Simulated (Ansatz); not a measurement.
CuO:

```xyz
4
Lattice="2.3056 -1.7296 0.0728 2.3158 1.7435 0.0481 -0.7081 -0.0390 5.1291" Properties=species:S:1:pos:R:3 pbc="T T T"
Cu    1.1008    0.8093    0.3341
Cu    1.1067   -0.5643    2.4735
O     1.8111   -0.4788    1.4095
O     1.8512    0.1962    3.6580
```

The cell isn't the ideal one: all atoms moved at random, sigma 0.25 Å a component, cell strained at random, sigma 0.03.

Program: Ansatz 0.2.0. Alike in all runs: potentials or basis Ansatz PAW; no spin polarisation; cell all atoms moved at random, sigma 0.25 Å a component, cell strained at random, sigma 0.03; cutoff (eV) 420; smearing fermi-dirac 0.05 eV. Hardware: 2 threads of Arm Neoverse V1, with other jobs on the host.

Order these runs on this cell by their wall time, lowest first.
A. task single point; level HSE06 form with a typed share of exact exchange; k mesh 6 × 6 × 3; share of exact exchange 0.5; mesh quality not flagged
B. task single point; level HSE06 form with a typed share of exact exchange; k mesh 6 × 6 × 3; share of exact exchange 0; mesh quality coarse
C. task band structure; level PBE; k mesh 10 × 10 × 5; points for each segment of the path 14; mesh quality not flagged

B (5.9 s), C (35 s), A (110 s).

Caveats: some runs use coarse meshes; the cell as given lies far from equilibrium; the run has no spin polarisation, though such a crystal can be magnetic (some runs).
